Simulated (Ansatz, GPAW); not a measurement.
# Geometry or basis: what sets the conductance of an Ir chain with a Pd atom on top of one atom, part 2 of 2

Wanted: T(E) of an Ir chain with a Pd atom on top of one atom at a relaxed geometry in two programs, beside the unrelaxed structure.

GPAW 26.7.0 and Ansatz 0.2.0; Ansatz plane waves; relaxation of the junction with the lead ends held (the session's first sound run).

So far, transmission at the Fermi level (one spin): step 3 (plane waves, PBE) 2.57; step 4 (GPAW, dzp, PBE, GPAW) 2.61; step 5 (single-zeta polarised basis, PBE, GPAW) 2.69; step 6 (GPAW, sz: basis = "sz(dzp)", PBE, GPAW) 2.70; step 7 (LDA in the dzp basis: xc = "LDA") 2.62.

**8. The structure as built: geometry = "as built"**

The dzp basis with PBE on the structure as first built shows what the relaxation was worth.

Contents of run.py:

```python
import json
import numpy as np
from ase import Atoms
from ase.transport.calculators import TransportCalculator
from gpaw import GPAW, FermiDirac
from gpaw.lcao.tools import get_lcao_hamiltonian
from scipy.linalg import eigh

# The junction with lead layers at both ends, along the third cell vector
device = Atoms(
    ['Ir', 'Ir', 'Ir', 'Ir', 'Ir', 'Ir', 'Ir', 'Ir', 'Ir', 'Pd', 'Ir', 'Ir', 'Ir', 'Ir', 'Ir', 'Ir', 'Ir', 'Ir'],
    positions=[
        [4.50000, 4.50000, 1.15000],
        [4.50000, 4.50000, 3.45000],
        [4.50000, 4.50000, 5.75000],
        [4.50000, 4.50000, 8.05000],
        [4.50000, 4.50000, 10.35000],
        [4.50000, 4.50000, 12.65000],
        [4.50000, 4.50000, 14.95000],
        [4.50000, 4.50000, 17.25000],
        [4.50000, 4.50000, 19.55000],
        [6.80000, 4.50000, 19.55000],
        [4.50000, 4.50000, 21.85000],
        [4.50000, 4.50000, 24.15000],
        [4.50000, 4.50000, 26.45000],
        [4.50000, 4.50000, 28.75000],
        [4.50000, 4.50000, 31.05000],
        [4.50000, 4.50000, 33.35000],
        [4.50000, 4.50000, 35.65000],
        [4.50000, 4.50000, 37.95000]],
    cell=[[9.0, 0.0, 0.0], [0.0, 9.0, 0.0], [0.0, 0.0, 39.1]],
    pbc=True)

# One principal layer of the lead: the first 5 atoms of the device
lead = Atoms(
    ['Ir', 'Ir', 'Ir', 'Ir', 'Ir'],
    positions=[
        [4.50000, 4.50000, 1.15000],
        [4.50000, 4.50000, 3.45000],
        [4.50000, 4.50000, 5.75000],
        [4.50000, 4.50000, 8.05000],
        [4.50000, 4.50000, 10.35000]],
    cell=[[9.0, 0.0, 0.0], [0.0, 9.0, 0.0], [0.0, 0.0, 11.5]],
    pbc=True)

settings = dict(mode='lcao', basis='dzp', xc='PBE', h=0.2,
                occupations=FermiDirac(0.1), maxiter=250,
                mixer=dict(beta=0.1, nmaxold=8, weight=100.0),
                convergence=dict(density=0.0001))
energies = np.arange(-2, 2 + 1e-9, 0.025)
eta = 0.0001
n1, n2 = 1, 1
# k and -k transmit alike, so half of the mesh across the current serves
mesh = [(i, j) for i in range(n1) for j in range(n2) if (i, j) <= (-i % n1, -j % n2)]
weights = np.array([1 if (i, j) == (-i % n1, -j % n2) else 2 for i, j in mesh]) / (n1 * n2)

# [... helper functions left out ...]
fermi_lead = ground_state(lead, (1, 1, 10), 'lead.txt')
fermi_device = ground_state(device, (1, 1, 2), 'device.txt')
# [... loop over the mesh left out, but for ...]
        # Shift the lead onto the potential of the device's first layer
        shift = ((H[:, 0, 0] - H0[:, 0, 0]) / S0[0, 0]).real.mean()
# [...]
kT = 8.617333e-5 * 300
bias = [0.1, 0.2, 0.5, 1.0, 1.5, 2.0]
# [... integrals and printing left out ...]
```

Run with:

```console
$ OMP_NUM_THREADS=1 OPENBLAS_NUM_THREADS=1 python run.py
```

The job ended after 5.1 min (1 thread of Arm Neoverse V1, shared host; peak memory 1.5 GiB).

This step gave:

```
conductance                                    : 5.165 G₀
largest coupling past the next principal layer : 1.48e-6 eV
largest misfit of the first principal layer    : 0.02181 eV
shift that aligns the lead                     : 0.002825 eV
transmission at the Fermi level (one spin)     : 5.294
```

One spin. The transmission, zone mean by energy, zero at the Fermi level:

energy (eV), transmission, zone mean and a bar from the least value:
```
   -2.000       3.05 ##############
   -1.900       3.05 ##############
   -1.800       3.00 ##############
   -1.700       2.96 #############
   -1.600       2.91 #############
   -1.500       2.83 ############
   -1.400       3.06 ##############
   -1.300       3.29 ################
   -1.200       3.61 ##################
   -1.100       3.85 ###################
   -1.000       3.87 ###################
   -0.900       3.91 ####################
   -0.800       4.21 ######################
   -0.700       4.54 ########################
   -0.600       4.80 ##########################
   -0.500       4.99 ###########################
   -0.400       5.16 ############################
   -0.300       5.31 #############################
   -0.200       5.41 ##############################
   -0.125       5.44 ##############################
   -0.100       5.44 ##############################
    0.000       5.29 #############################
    0.100       3.11 ##############
    0.200       3.80 ###################
    0.300       3.85 ###################
    0.350       3.85 ###################
    0.400       3.85 ###################
    0.500       3.84 ###################
    0.600       3.81 ###################
    0.700       3.77 ###################
    0.800       3.63 ##################
    0.900       2.99 #############
    1.000       2.95 #############
    1.100       2.92 #############
    1.200       2.89 #############
    1.300       2.85 #############
    1.400       2.80 ############
    1.500       2.74 ############
    1.600       2.68 ###########
    1.700       2.61 ###########
    1.800       2.55 ##########
    1.900       2.45 ##########
    2.000       0.99
```

The conductance, 5.17 G₀, lies 100 % above that of the dzp run.

**9. Cost and result by level**

Times are wall times on the hardware named with each run. The series side by side:

```tsv
no.	run	conductance (G₀)	time	memory (GiB)
1	pw PBE	2.530	2.6 min	5.2
2	dzp	2.579	6.1 min	1.5
3	szp	2.663	3.2 min	1.4
4	sz	2.680	2.6 min	1.4
5	dzp LDA	2.596	5.3 min	1.5
6	asbuilt	5.165	5.1 min	1.5
```

**10. The levels side by side**

The curves are compared point by point over the common energies.

This step: comparison of transmission and cost over codes, levels and geometry (GPAW 26.7.0).

Ladder, by row:

```tsv
step	code	T at the Fermi level (sum over the listed spins)	conductance (G0)	r.m.s. T(E) from the first	wall time (s)	peak memory (GiB)	threads
pw-pbe	Ansatz	2.568	2.53	0	154.1	5.156	4
dzp	GPAW	2.606	2.579	0.1278	366.5	1.5	1
szp	GPAW	2.686	2.663	0.2321	191.8	1.43	1
sz	GPAW	2.705	2.68	0.2672	153.1	1.38	1
dzp-LDA	GPAW	2.621	2.596	0.1463	315.1	1.5	1
asbuilt	GPAW	5.294	5.165	1.721	304.8	1.5	1
```

Table of transmission, zone mean, sum over the listed spins by energy, zero at the Fermi level:

```tsv
energy (eV)	pw-pbe	dzp	szp	sz	dzp-LDA	asbuilt
-2.000	1.23	1.24	1.44	1.52	1.27	3.05
-1.900	1.42	1.40	1.53	1.63	1.42	3.05
-1.800	1.52	1.52	1.69	1.96	1.54	3.00
-1.700	1.68	1.75	2.29	2.54	1.82	2.96
-1.600	2.25	2.45	2.55	2.66	2.51	2.91
-1.500	2.73	2.54	2.72	2.64	2.49	2.83
-1.450	3.49	2.69	2.69	2.58	2.60	2.99
-1.400	2.90	3.22	2.59	2.42	3.29	3.06
-1.300	2.55	2.51	2.32	2.30	2.51	3.29
-1.200	2.56	2.42	2.48	2.54	2.41	3.61
-1.100	2.74	2.69	2.75	2.79	2.68	3.85
-1.000	2.94	2.89	3.00	3.03	2.87	3.87
-0.900	3.25	3.16	3.23	3.23	3.13	3.91
-0.800	3.63	3.37	3.27	3.25	3.35	4.21
-0.750	3.78	3.57	3.45	3.42	3.54	4.38
-0.700	3.72	3.80	3.66	3.59	3.77	4.54
-0.675	3.64	3.82	3.68	3.60	3.80	4.62
-0.600	3.39	3.63	3.75	3.70	3.61	4.80
-0.500	3.26	3.49	4.05	4.02	3.44	4.99
-0.475	3.30	3.54	4.08	4.03	3.47	5.03
-0.400	3.53	3.70	3.67	3.67	3.69	5.16
-0.300	2.92	3.07	3.16	3.18	3.14	5.31
-0.200	2.82	2.87	2.96	2.97	2.89	5.41
-0.100	2.76	2.78	2.85	2.86	2.79	5.44
0.000	2.57	2.61	2.69	2.70	2.62	5.29
0.100	2.07	2.13	2.23	2.21	2.18	3.11
0.200	1.56	1.49	1.53	1.51	1.50	3.80
0.300	1.46	1.43	1.49	1.50	1.45	3.85
0.400	1.49	1.50	1.61	1.63	1.55	3.85
0.500	1.58	1.60	1.72	1.73	1.65	3.84
0.600	1.59	1.53	1.59	1.61	1.53	3.81
0.700	1.41	1.32	1.34	1.36	1.30	3.77
0.800	1.22	1.17	1.18	1.21	1.16	3.63
0.900	1.12	1.13	1.14	1.15	1.13	2.99
1.000	1.10	1.10	1.11	1.12	1.10	2.95
1.100	1.08	1.08	1.10	1.10	1.08	2.92
1.200	1.07	1.06	1.09	1.08	1.06	2.89
1.300	1.06	1.05	1.09	1.08	1.05	2.85
1.400	1.06	1.06	1.12	1.10	1.07	2.80
1.500	1.09	1.10	1.20	1.16	1.13	2.74
1.600	1.17	1.21	1.36	1.29	1.25	2.68
1.700	1.31	1.34	1.48	1.41	1.35	2.61
1.775	1.38	1.33	1.40	1.36	1.28	2.56
1.800	1.37	1.29	1.34	1.31	1.23	2.55
1.900	1.24	1.06	1.11	1.07	1.03	2.45
2.000	1.07	0.999	0.998	0.999	0.999	0.988
```

**11. Other settings**

One more run, with changed settings.

This step: GPAW LCAO, PAW setups; Landauer transmission from Green's functions with principal layers (ASE), zero bias (GPAW 26.7.0).

run.py: that of step 8 with these lines changed.

```diff
@@ -18,8 +18,8 @@
         [4.50000, 4.50000, 12.65000],
-        [4.50000, 4.50000, 14.95000],
-        [4.50000, 4.50000, 17.25000],
-        [4.50000, 4.50000, 19.55000],
-        [6.80000, 4.50000, 19.55000],
-        [4.50000, 4.50000, 21.85000],
-        [4.50000, 4.50000, 24.15000],
+        [4.40741, 3.92519, 15.04273],
+        [4.47335, 4.60627, 17.33819],
+        [3.93681, 3.73753, 19.55617],
+        [6.09320, 4.92544, 19.51866],
+        [4.47815, 4.60515, 21.76199],
+        [4.38360, 3.93248, 24.05818],
         [4.50000, 4.50000, 26.45000],
@@ -46,3 +46,3 @@
 settings = dict(mode='lcao', basis='dzp', xc='PBE', h=0.2,
-                occupations=FermiDirac(0.1), maxiter=250,
+                occupations=FermiDirac(0.1), maxiter=60,
                 mixer=dict(beta=0.1, nmaxold=8, weight=100.0),
@@ -57,3 +57,3 @@
 # [... helper functions left out ...]
-fermi_lead = ground_state(lead, (1, 1, 10), 'lead.txt')
+fermi_lead = ground_state(lead, (1, 1, 1), 'lead.txt')
 fermi_device = ground_state(device, (1, 1, 2), 'device.txt')
```

The job ended after 5.9 min (1 thread; peak memory 1.5 GiB).

The run finished. A setting was moved off its sound value on purpose, so it serves as a test and not as the result.

The fault put into the input: one k-point along the lead (lead_nz = 1).

The two runs compared:

```tsv
quantity	this run	sound run	difference
conductance (G₀)	2.5612	2.5788	-0.0176
largest coupling past the next principal layer (eV)	1.481e-6	1.484e-6	-3.3e-9
largest misfit of the first principal layer (eV)	0.21301	0.12689	0.0861
shift that aligns the lead (eV)	-0.027566	-0.0019041	-0.0257
transmission at the Fermi level (one spin)	2.5864	2.6060	-0.0196
```

One result that differs is the largest misfit of the first principal layer, 0.213 eV against 0.127 eV.

**12. Summary of results**

```yaml
conductance: 2.58 G₀
transmission_at_the_fermi_level_mean_of_the_spins: 2.61
```

What this shows: In the dzp basis the junction conducts 2.58 G₀ at 300 K, with T = 2.61 a spin at the Fermi level; the sz basis reaches that conductance within 10 %. Relaxation moved atoms by up to 0.95 Å and took the conductance from 5.17 to 2.58 G₀, as a ratio a larger change than the step from dzp to the minimal basis. Plane waves (PBE) give T = 2.57 there. At the Fermi level the three most open eigenchannels pass 0.99, 0.90 and 0.70. Measured against the first run (pw-pbe), the nearest curve is that of dzp (r.m.s. 0.13) and the farthest that of asbuilt (1.7). Over the compared runs wall time goes from 153 s (sz) to 366 s (dzp), on a shared host; the plane-wave run used 4 threads and the orbital runs 1. The leads kept an estimated spacing and the cell its length, so the junction may be under some tension or compression. The run had no spin polarisation, so a magnetic state, which chains and small molecules with open shells often have, wasn't tested. Spin-orbit coupling is left out, which matters for the heavy atoms here. An evenly spaced straight chain is an idealisation: free chains tend to dimerise, zigzag or, where a band edge lies near the Fermi level, turn magnetic. The currents use the zero-bias T(E) throughout, which holds only while the bias is small against the distance to the nearest feature. The thermopower isn't quoted: it samples T(E) farther from the Fermi level than the conductance does, and the energy grid wasn't tested for it.

[Logs are printed without paths, hosts, clocks, repeated set-up lines and the standing remarks that a program may print on its own settings, such as how far it seeks lower states.]

[Hosts, paths, dates, database ids (printed as entryN), source tags and the programs' standing remarks are cut or masked in the printed files.]
